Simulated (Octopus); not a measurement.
An input for Octopus 16.4 (K):

File inp:

```
CalculationMode = gs
UnitsOutput = eV_Angstrom
PeriodicDimensions = 3
ExperimentalFeatures = yes
PseudopotentialSet = hgh_lda
%LatticeParameters
 4.5933626281*angstrom | 4.6542069482*angstrom | 4.7204310991*angstrom
%
%LatticeVectors
 -0.576725422 | 0.5797602357 | 0.5755569969
 0.5752556837 | -0.5774332835 | 0.579354556
 0.5792301471 | 0.5873616078 | -0.5652422298
%
%Coordinates
 "K" | 0.0365095001*angstrom | -0.0354022987*angstrom | 0.0035566365*angstrom
%
%Spacing
 0.22966813*angstrom | 0.23271035*angstrom | 0.23602155*angstrom
%
DerivativesOrder = 8
%KPointsGrid
 3 | 3 | 3
%
KPointsUseSymmetries = yes
XCFunctional = mgga_x_tpss + mgga_c_tpss
FilterPotentials = filter_none
VDWCorrection = vdw_d3_zero_damping
VDWD3Functional = "tpss"
SpinComponents = polarized
KPointsUseTimeReversal = no
GuessMagnetDensity = user_defined
%AtomsMagnetDirection
 0.5
%
SmearingFunction = spline_smearing
Smearing = 0.02*eV
ExtraStates = 6
Eigensolver = chebyshev_filter
ConvRelDens = 1e-6
MaximumIter = 120
TheoryLevel = independent_particles
ACBN0Screening = 0.5
```

Potentials or basis: hgh_lda (LDA).

The run is started by

```sh
$ OMP_NUM_THREADS=1 octopus > out.log
```

Problem. Does this run start?

Solution. The run stopped without a result. It printed:

out.log:

```text
Running octopus

Version                : 16.4
Optional libraries     :

************************** Calculation Mode **************************
Input: [CalculationMode = gs]
**********************************************************************

Input: [SpinComponents = polarized]
[... 125 lines left out ...]

** Warning:
**   MGGA energy functionals is under development.
**   It might not work or produce wrong results.

**************************** Theory Level ****************************
Input: [TheoryLevel = independent_particles]
**********************************************************************

** Warning:
**   VDWCorrection is under development.
**   It might not work or produce wrong results.

** Warning:
**   VDWD3Functional is under development.
**   It might not work or produce wrong results.

**************************** FATAL ERROR *****************************
*** Fatal Error (description follows)
*--------------------------------------------------------------------
* VDWCorrection and independent particles are not compatible
**********************************************************************
```

Among its messages:

```text
The XCFunctional that you selected does not match the one used
```
